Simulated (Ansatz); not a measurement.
# V under changes of volume

One of the cells (13.891 Å³/atom); the others are scaled copies at fixed shape and fractional positions:

```
CELL_PARAMETERS angstrom
-1.51435 1.51435 1.51435
1.51435 -1.51435 1.51435
1.51435 1.51435 -1.51435
ATOMIC_POSITIONS crystal
V 0.00000 0.00000 0.00000
```

```yaml
Program: Ansatz 0.2.0
Functional: PBEsol
Potentials_or_basis: all-electron LAPW, scalar-relativistic
Cutoff: 257 eV (chosen from the basis error)
Basis_error_allowed: 0.001 eV/atom
k_mesh: 12 × 12 × 12
Occupations: fermi-dirac, width 0.05 eV
Spin: collinear spin, ferromagnetic start
Starting_moments: "[2.0] μB"
```

```csv
volume (Å³/atom),energy over the lowest point (meV/atom),pressure (GPa)
13.058,0.00,-1.8
13.336,6.40,-5.5
13.613,19.00,-9.0
13.891,37.30,-12.1
14.169,60.81,-14.9
14.447,89.01,-17.4
14.725,?,?
```

**Question.** What does the run at 14.725 Å³/atom give?

**Answer.** Energy over the lowest point 121.45 meV/atom; pressure -19.7 GPa.

Worked out: A Birch-Murnaghan fit of order 3 (a polynomial in V^(-2/3)) to the other rows has its minimum at 12.94 Å³/atom, just outside them, with B0 = V·E''(V) = 192 GPa and B' = 3.4. It gives 121.51 meV/atom at 14.725 Å³/atom, against the run's 121.45, and -dE/dV = -19.9 GPa, against -19.7.

Energies are extrapolated to zero smearing.

Caveats: the starting moments weren't kept.
